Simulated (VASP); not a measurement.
# CdSe (F-43m) in VASP: a series of runs, part 2 of 2

VASP 6.6.1.

### 3 Electric field gradients, PBE (atom 1 (Cd) moved by [0.05, 0.0, 0.0] A, crystal datasets)

INCAR reads:

```
PREC     = Accurate       # precision mode
ENCUT    = 520            # plane-wave cutoff, eV
EDIFF    = 1E-8           # SCF threshold, eV
ISMEAR   = -1             # smearing method
SIGMA    = 0.03           # smearing width, eV
LREAL    = F              # projectors in reciprocal space
LASPH    = T              # aspherical terms in the spheres
NELM     = 60             # most SCF steps
ALGO     = Normal         # electronic algorithm
ISIF     = 2              # what is computed and relaxed
LWAVE    = F              # write WAVECAR
LCHARG   = F              # write CHGCAR
GGA      = PE             # functional
LEFG     = T            
NBANDS   = 16             # bands
```

KPOINTS reads:

```
regular mesh
0
Gamma
  8 8 8
```

POSCAR reads:

```
CdSe
1.0
    0.0000000000      3.0702711986      3.0702711986
    3.0702711986      0.0000000000      3.0702711986
    3.0702711986      3.0702711986      0.0000000000
Cd Se
1 1
Direct
   -0.0081426032      0.0081426032      0.0081426032
    0.2500000000      0.2500000000      0.2500000000
```

Potentials or basis: VASP PAW PBE potentials, release 64 (Cd, Se).

Run with:

```sh
$ cat potpaw_PBE.64/Cd/POTCAR potpaw_PBE.64/Se/POTCAR > POTCAR
$ mpirun -np 1 vasp_std > vasp.out
```

OUTCAR:

```text
PREC = Accurate
   ENCUT = 520
   EDIFF = 1E-8
   ISMEAR = -1
   LREAL = F
   LASPH = T
   NELM = 60
   ISIF = 2
   GGA = PE

 ion  position               nearest neighbor table
   1  0.992  0.008  0.008-   2 2.63   2 2.63   2 2.69   2 2.69
   2  0.250  0.250  0.250-   1 2.63   1 2.63   1 2.69   1 2.69

  LATTYP: Found a face centered cubic cell.
 ALAT       =     6.1405423972

  Lattice vectors:

 A1 = (   0.0000000000,   3.0702711986,   3.0702711986)
 A2 = (   3.0702711986,   0.0000000000,   3.0702711986)
 A3 = (   3.0702711986,   3.0702711986,   0.0000000000)

Analysis of symmetry for initial positions (statically):
=====================================================================
 Subroutine PRICEL returns:
 Original cell was already a primitive cell.

 Routine SETGRP: Setting up the symmetry group for a
 face centered cubic supercell.

[... 643 lines left out ...]
  energy-cutoff  :      520.00
  volume of cell :       57.88
      direct lattice vectors                 reciprocal lattice vectors
     0.000000000  3.070271199  3.070271199    -0.162852063  0.162852063  0.162852063
     3.070271199  0.000000000  3.070271199     0.162852063 -0.162852063  0.162852063
     3.070271199  3.070271199  0.000000000     0.162852063  0.162852063 -0.162852063

 POSITION                                       TOTAL-FORCE (eV/Angst)
 -----------------------------------------------------------------------------------
      0.05000      3.07027      3.07027        -0.230923      0.000000      0.000000
      1.53514      1.53514      1.53514         0.230923      0.000000      0.000000
 -----------------------------------------------------------------------------------
    total drift:                                0.000028     -0.000000     -0.000000

  FREE ENERGIE OF THE ION-ELECTRON SYSTEM (eV)
  ---------------------------------------------------
  free  energy   TOTEN  =        -5.4846687355 eV

  energy  without entropy=       -5.4846682435  energy(sigma->0) =       -5.48466849

 Electric field gradients (V/A^2)
---------------------------------------------------------------------
 ion       V_xx      V_yy      V_zz      V_xy      V_xz      V_yz
---------------------------------------------------------------------
   1       0.808    -0.404    -0.404    -0.001    -0.001   -19.886
   2      -0.014     0.007     0.007     0.000     0.000    11.476
---------------------------------------------------------------------

 Electric field gradients after diagonalization (V/A^2)
 (convention: |V_zz| > |V_xx| > |V_yy|)
----------------------------------------------------------------------
 ion       V_xx      V_yy      V_zz     asymmetry (V_yy - V_xx)/ V_zz
----------------------------------------------------------------------
   1      19.482     0.808   -20.290       0.920
   2     -11.469    -0.014    11.483       0.998
----------------------------------------------------------------------

           NMR quadrupolar parameters

 Cq : quadrupolar parameter    Cq=e*Q*V_zz/h
 eta: asymmetry parameters     (V_yy - V_xx)/ V_zz
 Q  : nuclear electric quadrupole moment in mb (millibarn)
----------------------------------------------------------------------
 ion       Cq(MHz)       eta       Q (mb)
----------------------------------------------------------------------
   1      -0.049       0.920       1.000
   2       0.028       0.998       1.000
----------------------------------------------------------------------
```

OSZICAR:

```text
N       E                     dE             d eps       ncg     rms          rms(c)
DAV:   1     0.107261971345E+03    0.10726E+03   -0.87945E+03  3104   0.101E+03
DAV:   2    -0.175104070235E+01   -0.10901E+03   -0.10326E+03  3688   0.248E+02
DAV:   3    -0.584705888259E+01   -0.40960E+01   -0.40900E+01  3584   0.499E+01
DAV:   4    -0.586485940774E+01   -0.17801E-01   -0.17800E-01  4000   0.329E+00
DAV:   5    -0.586497579322E+01   -0.11639E-03   -0.11639E-03  3608   0.229E-01    0.587E+00
DAV:   6    -0.550486636773E+01    0.36011E+00   -0.55058E-01  4592   0.869E+00    0.469E+00
DAV:   7    -0.548344077364E+01    0.21426E-01   -0.14141E-01  3560   0.249E+00    0.204E+00
DAV:   8    -0.548435599270E+01   -0.91522E-03   -0.13097E-02  3520   0.138E+00    0.246E-01
DAV:   9    -0.548454950592E+01   -0.19351E-03   -0.13976E-03  3704   0.474E-01    0.466E-02
DAV:  10    -0.548461807974E+01   -0.68574E-04   -0.15527E-04  3928   0.153E-01    0.437E-02
DAV:  11    -0.548466828447E+01   -0.50205E-04   -0.82543E-05  3704   0.573E-02    0.169E-02
DAV:  12    -0.548466803311E+01    0.25136E-06   -0.19057E-06  3568   0.164E-02    0.634E-03
DAV:  13    -0.548466865897E+01   -0.62586E-06   -0.17587E-06  3792   0.680E-03    0.295E-03
DAV:  14    -0.548466863612E+01    0.22854E-07   -0.67313E-08  3848   0.198E-03    0.184E-03
DAV:  15    -0.548466873421E+01   -0.98094E-07   -0.16360E-08  3856   0.945E-04    0.191E-04
DAV:  16    -0.548466873548E+01   -0.12678E-08   -0.75967E-10  2192   0.214E-04
   1 F= -.54846687E+01 E0= -.54846685E+01  d E =-.491978E-06
```

It took 26 s on 1 thread of Intel Xeon 6975P-C (Granite Rapids), shared host; peak memory 0.24 GiB.

Results:

```yaml
Free_energy: -5.4847 eV
Pressure: 1.6 GPa
Largest_force: 0.231 eV/Å
Band_gap_on_the_k_mesh: 0.53 eV, direct
```

Forces on the atoms (eV/Å):
```
Cd  -0.231  0.000  0.000
Se   0.231  0.000  0.000
```

Levels at points of the mesh, in eV from the valence-band top:
```
           k point  band 6  band 7  band 8  band 9  band 10  band 11  band 12  band 13
(0.00, 0.00, 0.00)   -7.53   -0.06   -0.02    0.00     0.53     5.88     5.91     5.94
(0.50, 0.00, 0.00)   -7.26   -4.31   -0.80   -0.70     2.38     6.33     6.54     7.34
(0.00, 0.50, 0.00)   -7.25   -4.19   -0.78   -0.67     2.29     6.29     6.49     7.29
(0.50, 0.50, 0.00)   -7.19   -3.98   -1.78   -1.78     3.16     3.70     8.96    10.02
(0.00, 0.50, 0.50)   -7.19   -3.97   -1.80   -1.77     3.15     3.72     8.96     9.94
```

Electric field gradients, principal values (V/Å²):
```tsv
atom	Vxx	Vyy	Vzz
1 Cd	0.808	19.482	-20.290
2 Se	-0.014	-11.469	11.483
```

### 4 Electric field gradients, PBE (x and y stretched by -2 %, z held, crystal datasets)

INCAR reads:

```
SYSTEM = CdSe
ALGO = Normal
EDIFF = 1E-8
ENCUT = 520
GGA = PE
ISIF = 2
ISMEAR = -1
LASPH = .True.
LCHARG = .False.
LEFG = .True.
LREAL = .False.
LWAVE = .False.
NBANDS = 16
NELM = 60
PREC = Accurate
SIGMA = 0.03
```

KPOINTS reads:

```
k-points
0
Gamma
  8 8 8
  0 0 0
```

POSCAR reads:

```
CdSe
1.0
    0.0000000000      3.0088657746      3.0702711986
    3.0088657746      0.0000000000      3.0702711986
    3.0088657746      3.0088657746      0.0000000000
Cd Se
1 1
Direct
    0.0000000000      0.0000000000      0.0000000000
    0.2500000000      0.2500000000      0.2500000000
```

Potentials or basis: VASP PAW PBE potentials, release 64 (Cd, Se).

Run with:

```sh
$ cat potpaw_PBE.64/Cd/POTCAR potpaw_PBE.64/Se/POTCAR > POTCAR
$ mpirun -np 1 vasp_std > vasp.out
```

OUTCAR:

```text
SYSTEM = CdSe
   EDIFF = 1E-8
   ENCUT = 520
   GGA = PE
   ISIF = 2
   ISMEAR = -1
   LASPH = .True.
   LREAL = .False.
   NELM = 60
   PREC = Accurate

 ion  position               nearest neighbor table
   1  0.000  0.000  0.000-   2 2.62   2 2.62   2 2.62   2 2.62
   2  0.250  0.250  0.250-   1 2.62   1 2.62   1 2.62   1 2.62

  LATTYP: Found a body centered tetragonal cell.
 ALAT       =     4.2551787858
 C/A-ratio  =     1.4430750637

  Lattice vectors:

 A1 = (  -3.0088657746,   0.0000000000,   3.0702711986)
 A2 = (   3.0088657746,   0.0000000000,   3.0702711986)
[... 669 lines left out ...]
  free  energy   TOTEN  =        -5.4514521646 eV

  energy  without entropy=       -5.4514520124  energy(sigma->0) =       -5.45145209

 Electric field gradients (V/A^2)
---------------------------------------------------------------------
 ion       V_xx      V_yy      V_zz      V_xy      V_xz      V_yz
---------------------------------------------------------------------
   1       3.032     3.032    -6.065    -0.001    -0.001    -0.001
   2      -4.044    -4.044     8.089    -0.000     0.000     0.000
---------------------------------------------------------------------

 Electric field gradients after diagonalization (V/A^2)
 (convention: |V_zz| > |V_xx| > |V_yy|)
----------------------------------------------------------------------
 ion       V_xx      V_yy      V_zz     asymmetry (V_yy - V_xx)/ V_zz
----------------------------------------------------------------------
   1       3.034     3.031    -6.065       0.000
   2      -4.044    -4.044     8.089       0.000
----------------------------------------------------------------------

           NMR quadrupolar parameters

 Cq : quadrupolar parameter    Cq=e*Q*V_zz/h
 eta: asymmetry parameters     (V_yy - V_xx)/ V_zz
 Q  : nuclear electric quadrupole moment in mb (millibarn)
----------------------------------------------------------------------
 ion       Cq(MHz)       eta       Q (mb)
----------------------------------------------------------------------
   1      -0.015       0.000       1.000
   2       0.020       0.000       1.000
----------------------------------------------------------------------
```

OSZICAR:

```text
N       E                     dE             d eps       ncg     rms          rms(c)
DAV:   1     0.108590992854E+03    0.10859E+03   -0.88134E+03  1928   0.101E+03
DAV:   2    -0.172659936043E+01   -0.11032E+03   -0.10408E+03  2248   0.249E+02
DAV:   3    -0.580757248017E+01   -0.40810E+01   -0.40726E+01  2280   0.501E+01
DAV:   4    -0.582503036873E+01   -0.17458E-01   -0.17457E-01  2384   0.323E+00
DAV:   5    -0.582513695940E+01   -0.10659E-03   -0.10659E-03  2344   0.223E-01    0.640E+00
DAV:   6    -0.547262561194E+01    0.35251E+00   -0.53335E-01  2800   0.890E+00    0.502E+00
DAV:   7    -0.545027077028E+01    0.22355E-01   -0.14959E-01  2232   0.257E+00    0.213E+00
DAV:   8    -0.545118331715E+01   -0.91255E-03   -0.14328E-02  2152   0.147E+00    0.255E-01
DAV:   9    -0.545133776954E+01   -0.15445E-03   -0.14749E-03  2368   0.508E-01    0.464E-02
DAV:  10    -0.545140498154E+01   -0.67212E-04   -0.16264E-04  2480   0.160E-01    0.422E-02
DAV:  11    -0.545145180618E+01   -0.46825E-04   -0.76879E-05  2352   0.558E-02    0.151E-02
DAV:  12    -0.545145168312E+01    0.12307E-06   -0.23955E-06  2264   0.202E-02    0.488E-03
DAV:  13    -0.545145215751E+01   -0.47439E-06   -0.14838E-06  2400   0.745E-03    0.240E-03
DAV:  14    -0.545145216465E+01   -0.71398E-08   -0.31993E-08  2264   0.123E-03
   1 F= -.54514522E+01 E0= -.54514521E+01  d E =-.152217E-06
```

stdout:

```text
POSCAR found type information on POSCAR CdSe
 POSCAR found :  2 types and       2 ions
 scaLAPACK will be used
 LDA part: xc-table for (Slater+PW92), standard interpolation
 POSCAR, INCAR and KPOINTS ok, starting setup
 FFT: planning ... GRIDC
 FFT: planning ... GRID_SOFT
 FFT: planning ... GRID
 WAVECAR not read
 entering main loop
ion   1

ion   2
```

It took 16 s on 1 thread of Intel Xeon 6975P-C (Granite Rapids), shared host; peak memory 0.21 GiB.

What came out:

- Free energy: -5.4515 eV
- Pressure: 3.9 GPa
- Band gap on the k mesh: 0.61 eV, direct

Stress tensor (GPa, compression positive):
```
3.95 0.00 0.00
0.00 3.95 0.00
0.00 0.00 3.66
```

Electric field gradients, principal values (V/Å²):
```
atom     Vxx     Vyy     Vzz
1 Cd   3.031   3.034  -6.065
2 Se  -4.044  -4.044   8.089
```

### 5 Summary

```tsv
cell	gap on the mesh (eV)	pressure (GPa)
z stretched by +3 % at fixed volume, PAW files	0.50	1.5
atom 1 (Cd) moved by [0.05, 0.0, 0.0] A, crystal datasets	0.53	1.6
x and y stretched by -2 %, z held, crystal datasets	0.61	3.9
```

Alike in all rows: task electric field gradients; level PBE; potentials or basis VASP PAW PBE potentials, release 64 (Cd, Se); no spin polarisation; k mesh 8 × 8 × 8; cutoff (eV) 520; smearing fermi-dirac 0.03 eV.

Absolute energies hang on the potentials; compare differences alone.
